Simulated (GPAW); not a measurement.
# CdTe (F-43m) in GPAW: notebook, part 2 of 2

GPAW 26.7.0. Earlier steps stand in the parts before.

## 6. Band structure, PBEsol

run.py reads:

```python
from ase import Atoms
from ase.dft.bandgap import bandgap
from ase.io import write
from ase.units import Bohr, GPa
from gpaw import GPAW, PW, setup_paths
from gpaw.elf import elf_from_dft_calculation

setup_paths.insert(0, '.')

atoms = Atoms(['Te', 'Cd'],
              cell=[[0.0, 3.205, 3.205],
                    [3.205, 0.0, 3.205],
                    [3.205, 3.205, 0.0]],
              scaled_positions=[[0.75, 0.75, 0.75],
                                [0.0, 0.0, 0.0]],
              pbc=True)

calc = GPAW(mode=PW(600),
            xc='PBEsol',
            kpts={'size': (7, 7, 7), 'gamma': True},
            occupations={'name': 'fermi-dirac', 'width': 0.05},
            nbands=18,
            convergence={'density': 1e-05, 'energy': 1e-05},
            maxiter=150,
            txt='gpaw.txt')
atoms.calc = calc
energy = atoms.get_potential_energy()
forces = atoms.get_forces()
stress = atoms.get_stress()
calc.write('gs.gpw')
write('result.traj', atoms)
print(f'Energy: {energy:.6f} eV')
print('Forces (eV/A):')
print(forces.round(4))
print('Stress (GPa):', (stress / GPa).round(3))
print('Fermi level:', round(calc.get_fermi_level(), 4), 'eV')
print(f'Gap: {bandgap(calc)[0]:.4f} eV, direct: {bandgap(calc, direct=True)[0]:.4f} eV')

# fields on the real-space grid
write('density.cube', atoms, data=calc.get_pseudo_density() * Bohr**3)
write('potential.cube', atoms, data=calc.get_electrostatic_potential())
write('elf.cube', atoms, data=elf_from_dft_calculation(calc).data)

path = atoms.cell.bandpath('GXWKGLUWLK,UX', npoints=100, eps=1e-4)
bs_calc = calc.fixed_density(kpts=path, symmetry='off', nbands=31,
                             convergence={'bands': 'CBM+6.0', 'eigenstates': 1e-6}, txt='bands.txt')
bs = bs_calc.band_structure()
bs.write('bs.json')
print(f'Gap on the path: {bandgap(bs_calc)[0]:.4f} eV')
```

Potentials or basis: PAW data sets generated in the run's folder for this functional, pw.

Run with:

```sh
> gpaw-setup -f PBEsol Cd Te
> OMP_NUM_THREADS=1 python run.py
```

gpaw.txt:

```text
__  _  _
 | _ |_)|_||  |
 |__||  | ||/\| - 26.7.0

Input parameters:
  mode=PW(ecut=600.0),
  convergence={'density': 1e-05, 'energy': 1e-05},
  kpts=MonkhorstPack(size=(7, 7, 7), gamma=True),
  maxiter=150,
  nbands=18,
  occupations=Occupations(name='fermi-dirac', width=0.05),
  xc=XC(name='PBEsol')

Diagonalizing LCAO Hamiltonian
Converting LCAO to pw mode

                      Te

       Cd

Atoms  # Å, Bohr magnetons
|   | symbol |        x |        y |        z |    initial magnetic moments |
|---|--------|----------|----------|----------|-----------------------------|
| 0 |     Te | 4.807500 | 4.807500 | 4.807500 | ( 0.0000,  0.0000,  0.0000) |
| 1 |     Cd | 0.000000 | 0.000000 | 0.000000 | ( 0.0000,  0.0000,  0.0000) |

Unit cell  # Å
| periodic |        x |        y |        z |  lengths |    angles |
|----------|----------|----------|----------|----------|-----------|
|      yes | 0.000000 | 3.205000 | 3.205000 | 4.532554 | 60.000000 |
|      yes | 3.205000 | 0.000000 | 3.205000 | 4.532554 | 60.000000 |
|      yes | 3.205000 | 3.205000 | 0.000000 | 4.532554 | 60.000000 |
[... 176 lines left out ...]

Energy contributions:
  Kinetic:          18.644638
  Coulomb:         -16.955374
  Zero:              0.238197
  External:          0.000000
  Xc:               -7.683740
  Entropy:          -0.000005
  Spinorbit:         0.000000
  ----------------------------
  Free energy:      -5.756284
  Extrapolated:     -5.756281

dipole moment: (-16.568166, -16.568166, -16.568166)  # |e|*Ang

Fermi level: 4.357
Eigenvalues  # (at kpt = [0.000, 0.000, 0.000])
| band index |      eig [eV] | occ [0-2] |
|------------|---------------|-----------|
|          0 |        -7.451 |     2.000 |
|          1 |        -4.385 |     2.000 |
|          2 |        -4.385 |     2.000 |
|          3 |        -4.385 |     2.000 |
|          4 |        -4.093 |     2.000 |
|          5 |        -4.093 |     2.000 |
[... 10 lines left out ...]
|         16 |        13.931 |     0.000 |
|         17 |        13.931 |     0.000 |

Gap: 0.756 eV
Transition (v -> c):
  (s=0, k=0, n=8, [0.00, 0.00, 0.00]) -> (s=0, k=0, n=9, [0.00, 0.00, 0.00])
No difference between direct/indirect transitions

Forces  # eV/Ang
|       x |        y |       z |
|---------|----------|---------|
| 0.00000 |  0.00000 | 0.00000 |  # Te   0
| 0.00000 | -0.00000 | 0.00000 |  # Cd   1

Stress tensor  # eV/Ang^3
|         x |         y |         z |
|-----------|-----------|-----------|
| -0.007862 |  0.000000 |  0.000000 |
|  0.000000 | -0.007862 |  0.000000 |
|  0.000000 |  0.000000 | -0.007862 |

# Writing to gs.gpw (mode='')
```

stdout:

```text
Energy: -5.756281 eV
Forces (eV/A):
[[ 0.  0.  0.]
 [ 0. -0.  0.]]
Stress (GPa): [-1.26 -1.26 -1.26  0.    0.    0.  ]
Fermi level: 4.3568 eV
Gap: 0.7563 eV, direct: 0.7563 eV
Gap on the path: 0.7563 eV
```

bands.txt:

```text
Diagonalizing LCAO Hamiltonian
Converting LCAO to pw mode
convergence criteria:
- Maximum integral of absolute [eigenst]ate change: 1e-06 eV^2 / valence electron
maximum number of iterations: 150

SCF iterations
|iter     | |      energy | eigst |  dens |
|---------|-|-------------|-------|-------|
|iter:   1| |             | +0.27 |       |
[... 105 lines left out ...]
         [0.375     , 0.375     , 0.75      ],
         [0.625     , 0.25      , 0.625     ],
         [0.60416667, 0.20833333, 0.60416667],
         [0.58333333, 0.16666667, 0.58333333],
         [0.5625    , 0.125     , 0.5625    ],
         [0.54166667, 0.08333333, 0.54166667],
         [0.52083333, 0.04166667, 0.52083333],
         [0.5       , 0.        , 0.5       ]])),
  maxiter=150,
  nbands=31,
  occupations=Occupations(name='fermi-dirac', width=0.05),
  symmetry=Symmetry(point_group=False, time_reversal=False),
  xc=XC(name='PBEsol')
```

Wall time 97 s (1 thread of Arm Neoverse V1, shared host); peak memory 0.35 GiB.

What came out:

```
Free energy             : -5.7563 eV
Pressure                : 1.3 GPa
Band gap on the k mesh  : 0.76 eV, direct
Band gap along the path : 0.76 eV, direct
```

Levels at the corners of the path, in eV from the valence-band top:
```tsv
point	band 7	band 8	band 9	band 10	band 11	band 12
Γ	0.00	0.00	0.00	0.76	4.52	4.52
X	-4.51	-2.01	-2.01	2.42	2.60	8.88
W	-4.39	-2.49	-2.39	4.34	4.59	5.51
K	-4.41	-2.75	-1.67	2.79	4.50	7.32
Γ	0.00	0.00	0.00	0.76	4.52	4.52
L	-4.67	-0.84	-0.84	1.76	5.13	5.13
U	-4.41	-2.75	-1.67	2.79	4.50	7.32
W	-4.39	-2.49	-2.39	4.34	4.59	5.51
L	-4.67	-0.84	-0.84	1.76	5.13	5.13
K	-4.41	-2.75	-1.67	2.79	4.50	7.32
U	-4.41	-2.75	-1.67	2.79	4.50	7.32
X	-4.51	-2.01	-2.01	2.42	2.60	8.88
```

Caveat: spin-orbit coupling is left out, which moves the levels of the heavy elements.

## 7. Overview

| level | potentials or basis | spin | k mesh | band points | spin axis theta (degrees) | spin axis phi (degrees) | soc after scf | gap on the mesh (eV) | pressure (GPa) |
| --- | --- | --- | --- | --- | --- | --- | --- | --- | --- |
| PBE | GPAW PAW data sets (gpaw-data 1.2.1), pw | off | 7 × 7 × 7 | 60 | - | - | - | 0.87 | 3.8 |
| PBE | GPAW PAW data sets (gpaw-data 1.2.1), pw | SOC, no magnetisation | 5 × 5 × 5 | 80 | 0 | 0 | second variation | 0.55 | 3.9 |
| LDA | the program's PAW data sets (release 1.2.1) made for this functional, pw | off | 7 × 7 × 7 | 60 | - | - | - | 0.61 | -0.5 |
| PBEsol | PAW data sets generated in the run's folder for this functional, pw | off | 7 × 7 × 7 | 100 | - | - | - | 0.76 | 1.3 |

Alike in all rows: task band structure; cell as given; cutoff (eV) 600; smearing fermi-dirac 0.05 eV.

Caveats: spin-orbit coupling is left out, which moves the levels of the heavy elements (some runs); spin-orbit coupling was added after a scalar SCF, so levels and gaps hold it while energy, forces, pressure and moments don't (some runs); this program's spin-orbit splittings come out too wide for heavy elements (some runs).

Total energies depend on the potentials used, so only differences within one code and one set of settings carry meaning.

## 8. How close it comes

Step 3. Measured gap of CdTe: 1.607 eV (0 K; a printed reference work, data compilation). This calculation gives 0.87 eV (-0.74 eV). Spin-orbit coupling on Cd, Te is left out. The value is that of PBE, without temperature or zero-point motion. Semilocal functionals fall short of measured gaps as a rule.

Step 4. Measured gap of CdTe: 1.607 eV (0 K; a printed reference work, data compilation). This calculation gives 0.55 eV (-1.05 eV). So large a miss can be the level of theory's own, or it may mean another phase, state or a wrong row. The value is that of PBE, without temperature or zero-point motion. Semilocal functionals fall short of measured gaps as a rule.

Step 5. Against the measured gap of CdTe, 1.607 eV (0 K; a printed reference work, data compilation), the calculated 0.61 eV is off by -1.00 eV. Spin-orbit coupling on Cd, Te is left out. The value is that of LDA, without temperature or zero-point motion. Semilocal functionals fall short of measured gaps as a rule.

Step 6. Against the measured gap of CdTe, 1.607 eV (0 K; a printed reference work, data compilation), the calculated 0.76 eV is off by -0.85 eV. Spin-orbit coupling on Cd, Te is left out. The value is that of PBEsol, without temperature or zero-point motion. Semilocal functionals fall short of measured gaps as a rule.
